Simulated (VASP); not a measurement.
# PtSe2 (P-3m1) in VASP: notebook

Runs on PtSe2. Level: PBE+D4. Tasks: relaxation of cell and atoms.

Everything below comes from runs of VASP 6.6.1. Logs are shortened: lines on timing, memory, paths and dates and some standing lists are left out, and cuts for length are marked.

## 1. Starting point

The structure is trigonal, space group P-3m1 (No. 164). Conventional cell: a = 3.724 Å, b = 3.724 Å, c = 5.062 Å, α = 90.00°, β = 90.00°, γ = 120.00°. Pt (site symmetry -3m) has 6 Se at 2.49 Å as nearest neighbours. Around Se (site symmetry 3m) lie 3 Pt at 2.49 Å.

## 2. Relaxation of cell and atoms, PBE+D4

INCAR reads:

```
PREC     = Accurate       # precision mode
ENCUT    = 520            # plane-wave cutoff, eV
EDIFF    = 1E-7           # SCF threshold, eV
ISMEAR   = 0              # smearing method
SIGMA    = 0.02           # smearing width, eV
LREAL    = F              # projectors in reciprocal space
LASPH    = T              # aspherical terms in the spheres
NELM     = 60             # most SCF steps
ALGO     = Fast           # electronic algorithm
ISIF     = 3              # what is computed and relaxed
LWAVE    = F              # write WAVECAR
LCHARG   = F              # write CHGCAR
GGA      = PE             # functional
IVDW     = 13             # dispersion correction
IBRION   = 2              # ionic algorithm
NSW      = 80             # ionic steps
EDIFFG   = -0.002         # ionic threshold
KPAR     = 4
```

KPOINTS reads:

```
Automatic mesh
0
Gamma
  9 9 6
```

POSCAR reads:

```
PtSe2
1.0
    3.7240000000      0.0000000000      0.0000000000
   -1.8620000000      3.2250786000      0.0000000000
    0.0000000000      0.0000000000      5.0620000000
Pt Se
1 2
Direct
    0.0000000000      0.0000000000      0.0000000000
    0.3333333300      0.6666666700      0.2500000000
    0.6666666700      0.3333333300      0.7500000000
```

Potentials or basis: VASP PAW PBE potentials, release 64 (Pt, Se).

Run with:

```
$ cat potpaw_PBE.64/Pt/POTCAR potpaw_PBE.64/Se/POTCAR > POTCAR
$ mpirun -np 4 vasp_std > vasp.out
```

OUTCAR:

```text
PREC = Accurate
   ENCUT = 520
   EDIFF = 1E-7
   ISMEAR = 0
   LREAL = F
   LASPH = T
   NELM = 60
   ISIF = 3
   GGA = PE
   IVDW = 13
   IBRION = 2
   NSW = 80
   EDIFFG = -0.002

 ion  position               nearest neighbor table
   1  0.000  0.000  0.000-   2 2.49   3 2.49   2 2.49   3 2.49   3 2.49   2 2.49
   2  0.333  0.667  0.250-   1 2.49   1 2.49   1 2.49
   3  0.667  0.333  0.750-   1 2.49   1 2.49   1 2.49

  LATTYP: Found a hexagonal cell.
 ALAT       =     3.7240000000
 C/A-ratio  =     1.3592910849

  Lattice vectors:

 A1 = (   3.7240000000,   0.0000000000,   0.0000000000)
 A2 = (  -1.8620000000,   3.2250786000,   0.0000000000)
 A3 = (   0.0000000000,   0.0000000000,   5.0620000000)

Analysis of symmetry for initial positions (statically):
=====================================================================
 Subroutine PRICEL returns:
 Original cell was already a primitive cell.

 Routine SETGRP: Setting up the symmetry group for a
 hexagonal supercell.

 Subroutine GETGRP returns: Found 12 space group operations
 (whereof 12 operations were pure point group operations)
 out of a pool of 24 trial point group operations.

The static configuration has the point symmetry D_3d.

Analysis of symmetry for dynamics (positions and initial velocities):
=====================================================================
 Subroutine PRICEL returns:
 Original cell was already a primitive cell.

 Routine SETGRP: Setting up the symmetry group for a
 hexagonal supercell.

 Subroutine GETGRP returns: Found 12 space group operations
 (whereof 12 operations were pure point group operations)
 out of a pool of 24 trial point group operations.

The dynamic configuration has the point symmetry D_3d.

 Subroutine INISYM returns: Found 12 space group operations
 (whereof 12 operations are pure point group operations),
 and found     1 'primitive' translations

----------------------------------------------------------------------------------------

                                     Primitive cell

  volume of cell :      60.7956

  direct lattice vectors                    reciprocal lattice vectors
     3.724000000  0.000000000  0.000000000     0.268528464  0.155034981  0.000000000
    -1.862000000  3.225078600  0.000000000     0.000000000  0.310069962  0.000000000
     0.000000000  0.000000000  5.062000000     0.000000000  0.000000000  0.197550375

  length of vectors
     3.724000000  3.723999997  5.062000000     0.310069962  0.310069962  0.197550375

  position of ions in fractional coordinates (direct lattice)
     0.000000000  0.000000000  0.000000000
     0.333333330  0.666666670  0.250000000
     0.666666670  0.333333330  0.750000000

  ion indices of the primitive-cell ions
   primitive index   ion index
                 1           1
                 2           2
                 3           3

----------------------------------------------------------------------------------------

 KPOINTS: Automatic mesh

Automatic generation of k-mesh.
 Grid dimensions read from file:
 generate k-points for:    9    9    6

 Generating k-lattice:

  Cartesian coordinates                     Fractional coordinates (reciprocal lattice)
     0.029836496  0.017226109  0.000000000     0.111111111  0.000000000  0.000000000
     0.000000000  0.034452218  0.000000000     0.000000000  0.111111111  0.000000000
     0.000000000  0.000000000  0.032925063     0.000000000  0.000000000  0.166666667

  Length of vectors
     0.034452218  0.034452218  0.032925063

  Shift w.r.t. Gamma in fractional coordinates (k-lattice)
     0.000000000  0.000000000  0.000000000

 Subroutine IBZKPT returns following result:
 ===========================================

 Found     62 irreducible k-points:

 Following reciprocal coordinates:
            Coordinates               Weight
  0.000000  0.000000  0.000000      1.000000
  0.111111  0.000000  0.000000      6.000000
  0.222222  0.000000  0.000000      6.000000
  0.333333 -0.000000  0.000000      6.000000
  0.444444  0.000000  0.000000      6.000000
  0.111111  0.111111  0.000000      6.000000
[... 16 lines left out ...]
  0.222222  0.111111  0.166667     12.000000
 -0.111111  0.333333  0.166667     12.000000
 [... further k-points ...]
   k-points           NKPTS =     62   k-points in BZ     NKDIM =     62   number of bands    NBANDS=     15
   number of dos      NEDOS =    301   number of ions     NIONS =      3
   total plane-waves  NPLWV =  31360
   dimension x,y,z NGX =    28 NGY =   28 NGZ =   40
   dimension x,y,z NGXF=    56 NGYF=   56 NGZF=   80
   ions per type =               1   2
   NGX,Y,Z   is equivalent  to a cutoff of  12.50, 12.50, 13.14 a.u.
   NGXF,Y,Z  is equivalent  to a cutoff of  25.00, 25.00, 26.27 a.u.
 SYSTEM =  unknown system
   PREC   = accura    normal or accurate (medium, high low for compatibility)
   ISTART =      0    job   : 0-new  1-cont  2-samecut
   ICHARG =      2    charge: 1-file 2-atom 10-const
   ISPIN  =      1    spin polarized calculation?
   LNONCOLLINEAR =      F non collinear calculations
   LSORBIT =      F    spin-orbit coupling
   LASPH  =      T    aspherical Exc in radial PAW
   ENCUT  =  520.0 eV  38.22 Ry    6.18 a.u.   6.92  6.92  9.41*2*pi/ulx,y,z
   NELM   =     60;   NELMIN=  2; NELMDL= -5     # of ELM steps
   EDIFF  = 0.1E-06   stopping-criterion for ELM
   LREAL  =      F    real-space projection
   EDIFFG = -.2E-02   stopping-criterion for IOM
   NSW    =     80    number of steps for IOM
   IBRION =      2    ionic relax: 0-MD 1-quasi-New 2-CG
   NFREE  =      1    steps in history (QN), initial steepest desc. (CG)
   ISIF   =      3    stress and relaxation
   ISYM   =      2    0-nonsym 1-usesym 2-fastsym
   POTIM  = 0.5000    time-step for ionic-motion
   TEBEG  =    0.0;   TEEND  =   0.0 temperature during run
   PSTRESS=    0.0 pullay stress
   NELECT =      22.0000    total number of electrons
   NUPDOWN=      -1.0000    fix difference up-down
   EMIN   =  10.00;   EMAX   =-10.00  energy-range for DOS
   EFERMI =   0.00;   METHOD = LEGACY
   ISMEAR =     0;   SIGMA  =   0.02  broadening in eV -4-tet -1-fermi 0-gaus
   EFERMI_NEDOS =   21; number of points for ismear=-14 and -15
   IALGO  =     68    algorithm
   IMIX   =      4    mixing-type and parameters
     AMIX     =   0.40;   BMIX     =  1.00
     AMIX_MAG =   1.60;   BMIX_MAG =  1.00
  volume/ion in A,a.u.               =      20.27       136.76
  Fermi-wavevector in a.u.,A,eV,Ry     =   1.166608  2.204570 18.517184  1.360975
  Thomas-Fermi vector in A             =   2.303119
   LORBIT       =      0    0 simple, 1 ext, 2 COOP (PROOUT), +10 PAW based schemes
   GGA     = PE    functional components
   LHFCALC =     F    Hartree Fock is set to
   AEXX    =    0.0000 exact exchange contribution
   IVDW    =    13    specifies the selected vdW correction
   LEPSILON=     F    determine dielectric tensor
   LRPA    =     F    only Hartree local field effects (RPA)
 conjugate gradient relaxation of ions
 non-spin polarized calculation
 RMM-DIIS sequential band-by-band and
 Gauss-broadening in eV      SIGMA  =   0.02
  energy-cutoff  :      520.00
  volume of cell :       60.80
 maximum number of plane-waves:      1650
   NGX = 13   NGY = 13   NGZ = 19

--------------------------------------- Ionic step        1  -------------------------------------------

 number of electron      21.9999999 magnetization

 Free energy of the ion-electron system (eV)
  ---------------------------------------------------
  ext. energy  EPLUGINS =         0.00000000
  ---------------------------------------------------
  free energy    TOTEN  =       -14.18531627 eV

  energy without entropy =      -14.18515958  energy(sigma->0) =      -14.18523792

------------------------ aborting loop because EDIFF is reached ----------------------------------------

  DFT-D4 for vdW energy calculation

  Edisp (eV):   -1.50004

  FORCE on cell =-STRESS in cart. coord.  units (eV):
  Direction    XX          YY          ZZ          XY          YZ          ZX
  --------------------------------------------------------------------------------------
  -------------------------------------------------------------------------------------
  Total       1.62104     1.62104     0.84191     0.00000    -0.00000     0.00000
  in kB      42.72004    42.72004    22.18725     0.00000    -0.00000     0.00000
  external pressure =       35.88 kB  Pullay stress =        0.00 kB
[... 100 lines left out ...]
  FREE ENERGIE OF THE ION-ELECTRON SYSTEM (eV)
  ---------------------------------------------------
  free  energy   TOTEN  =       -15.7104093287 eV

  energy  without entropy=      -15.7102698097  energy(sigma->0) =      -15.71033957

[... ionic steps 4 to 12 ...]

--------------------------------------- Ionic step       13  -------------------------------------------

 number of electron      21.9999997 magnetization

------------------------ aborting loop because EDIFF is reached ----------------------------------------

  DFT-D4 for vdW energy calculation

  Edisp (eV):   -1.54008
[... 71 lines left out ...]
  energy  without entropy=      -15.7356153468  energy(sigma->0) =      -15.73576882

--------------------------------------- Ionic step       15  -------------------------------------------

 number of electron      21.9999997 magnetization

 Free energy of the ion-electron system (eV)
  ---------------------------------------------------
  ext. energy  EPLUGINS =         0.00000000
  ---------------------------------------------------
  free energy    TOTEN  =       -14.19557962 eV

  energy without entropy =      -14.19527358  energy(sigma->0) =      -14.19542660

 E-fermi :   6.7283     XC(G=0): -10.8246

 val. band max:        6.6786667385   @ k =   0.3333   0.3333   0.0000
 cond. band min:       6.7325946162   @ k =  -0.1111   0.4444   0.1667
 fundamental gap:      0.0539278777
 Fermi energy:         6.7283363313

 k-point     1 :       0.0000    0.0000    0.0000
  band No.  band energies     occupation
      1      -8.9507      2.00000
      2      -5.8575      2.00000
      3      -0.4036      2.00000
      4       0.4963      2.00000
      5       0.4963      2.00000
      6       2.9255      2.00000
      7       2.9255      2.00000
      8       4.2347      2.00000
      9       5.7118      2.00000
     10       5.7118      2.00000
     11       7.4966      0.00000
     12       7.7737      0.00000
     13       7.7737      0.00000
     14      10.0783      0.00000
     15      10.8181      0.00000
[... 397 lines left out ...]
 k-point    24 :      -0.1111    0.3333    0.1667
  band No.  band energies     occupation
      1      -8.0208      2.00000
      2      -6.4014      2.00000
      3       0.1316      2.00000
      4       0.7979      2.00000
      5       1.1087      2.00000
      6       1.7898      2.00000
      7       2.5255      2.00000
      8       3.3694      2.00000
      9       4.3753      2.00000
     10       4.7844      2.00000
     11       6.2519      2.00000
     12       7.0554      0.00000
     13       8.1003      0.00000
     14      11.3526      0.00000
     15      12.9226      0.00000

 [... further k-points ...]

------------------------ aborting loop because EDIFF is reached ----------------------------------------

  DFT-D4 for vdW energy calculation

  Edisp (eV):   -1.54035

  FORCE on cell =-STRESS in cart. coord.  units (eV):
  Direction    XX          YY          ZZ          XY          YZ          ZX
  --------------------------------------------------------------------------------------
  -------------------------------------------------------------------------------------
  Total       0.00223     0.00223    -0.00473     0.00000     0.00000     0.00000
  in kB       0.06026     0.06026    -0.12766     0.00000     0.00000     0.00000
  external pressure =       -0.00 kB  Pullay stress =        0.00 kB
[... 18 lines left out ...]
  FREE ENERGIE OF THE ION-ELECTRON SYSTEM (eV)
  ---------------------------------------------------
  free  energy   TOTEN  =       -15.7359263368 eV

  energy  without entropy=      -15.7356202987  energy(sigma->0) =      -15.73577332

 reached required accuracy - stopping structural energy minimisation
```

Wall time 2.2 min (4 MPI ranks of AMD EPYC 7R13 (Zen 3), shared host); peak memory 0.21 GiB.

Results:

* Free energy: -15.7359 eV
* Relaxed volume: 19.80 Å³/atom
* Relaxed cell: a = 3.770 Å, b = 3.770 Å, c = 4.825 Å, α = 90.00°, β = 90.00°, γ = 120.00°
* Space group after relaxing (to 0.05 Å): P-3m1 (No. 164)
* Energy gained by relaxing: 16.9 meV/atom
* Ionic steps: 15
* Pressure after relaxing: 0.0 GPa
* Band gap on the k mesh: none (metal or under the smearing width)
* Dispersion energy per atom: -0.513 eV

Step by step:
| step | energy change (eV) | largest force (eV/Å) | pressure (GPa) | volume (Å³) |
| --- | --- | --- | --- | --- |
| 1 | 0.0000 | 0.6263 | 3.59 | 60.80 |
| 2 | 0.0339 | 0.4091 | -6.00 | 64.87 |
| 3 | -0.0251 | 0.1836 | -0.58 | 62.35 |
| 4 | -0.0251 | 0.1920 | -0.51 | 62.32 |
| 5 | -0.0303 | 0.1617 | -0.43 | 61.94 |
| 6 | -0.0419 | 0.0662 | -0.11 | 60.81 |
| 7 | -0.0425 | 0.1560 | 0.92 | 58.58 |
| 8 | -0.0466 | 0.0198 | 0.34 | 59.76 |
| 9 | -0.0481 | 0.1342 | -1.18 | 59.95 |
| 10 | -0.0489 | 0.0943 | -0.63 | 59.88 |
| 11 | -0.0505 | 0.0115 | 0.06 | 59.32 |
| 12 | -0.0506 | 0.0037 | -0.04 | 59.40 |
| 13 | -0.0506 | 0.0054 | -0.05 | 59.41 |
| 14 | -0.0506 | 0.0008 | 0.04 | 59.39 |
| 15 | -0.0506 | 0.0016 | 0.00 | 59.40 |

Final structure:
```
Pt Se
1.0
     3.77033    0.00000    0.00000
    -1.88516    3.26520    0.00000
     0.00000    0.00000    4.82517
Pt Se
1 2
Cartesian
  0.0000 0.0000 0.0000
  0.0000 2.1768 1.2832
  1.8852 1.0884 3.5420
```

Levels at points of the mesh, in eV from the Fermi level:
```tsv
k point	band 9	band 10	band 11	band 12	band 13	band 14
(0.00, 0.00, 0.00)	-1.02	-1.02	0.77	1.05	1.05	3.35
(0.00, 0.00, 0.50)	-1.73	-1.73	-1.72	2.31	2.31	4.98
```

Caveat: pairwise dispersion overbinds metals, which lowers pressure and volume. The run has no spin-orbit coupling, so splittings on Pt are missing.

## 3. Relaxation of cell and atoms, PBE+D4

This run uses another cell than the first one, of 19.80 Å³/atom, 0.977 times its volume.

INCAR is that of step 2.

KPOINTS is that of step 2.

POSCAR reads:

```
PtSe2                                   
1.0
    3.7703265398      0.0000000000      0.0000000000
   -1.8851632699      3.2651985602      0.0000000000
    0.0000000000      0.0000000000      4.8251701320
  Pt              Se            
     1     2
Direct
     0.0000000000000000    0.0000000000000000    0.0000000000000000
     0.3333333300000021    0.6666666699999979    0.2659352287438856
     0.6666666699999979    0.3333333300000021    0.7340647712561142
```

Potentials or basis: VASP PAW PBE potentials, release 64 (Pt, Se).

Run with:

```
$ cat potpaw_PBE.64/Pt/POTCAR potpaw_PBE.64/Se/POTCAR > POTCAR
$ mpirun -np 4 vasp_std > vasp.out
```

It took 26 s on 4 MPI ranks of AMD EPYC 7R13 (Zen 3), shared host; peak memory 0.18 GiB.

The run converged. Its results:

```yaml
Free_energy: -15.7356 eV
Energy_gained_by_relaxing: 0.0 meV/atom
Ionic_steps: 4
Pressure_after_relaxing: 0.0 GPa
Band_gap_on_the_k_mesh: none (metal or under the smearing width)
Dispersion_energy_per_atom: -0.513 eV
```

Final structure:
```cif
data_structure
_symmetry_space_group_name_H-M 'P 1'
_symmetry_Int_Tables_number 1
_cell_length_a 3.7707
_cell_length_b 3.7707
_cell_length_c 4.8241
_cell_angle_alpha 90.000
_cell_angle_beta 90.000
_cell_angle_gamma 120.000
_cell_volume 59.40
loop_
_atom_site_label
_atom_site_type_symbol
_atom_site_fract_x
_atom_site_fract_y
_atom_site_fract_z
_atom_site_occupancy
Pt1 Pt 0.00000 0.00000 0.00000 1
Se1 Se 0.33333 0.66667 0.26591 1
Se2 Se 0.66667 0.33333 0.73409 1
```

Levels at points of the mesh, in eV from the Fermi level:
```tsv
k point	band 9	band 10	band 11	band 12	band 13	band 14
(0.00, 0.00, 0.00)	-1.02	-1.02	0.77	1.05	1.05	3.35
(0.00, 0.00, 0.50)	-1.73	-1.73	-1.72	2.31	2.31	4.98
```

Caveat: pairwise dispersion overbinds metals, which lowers pressure and volume.
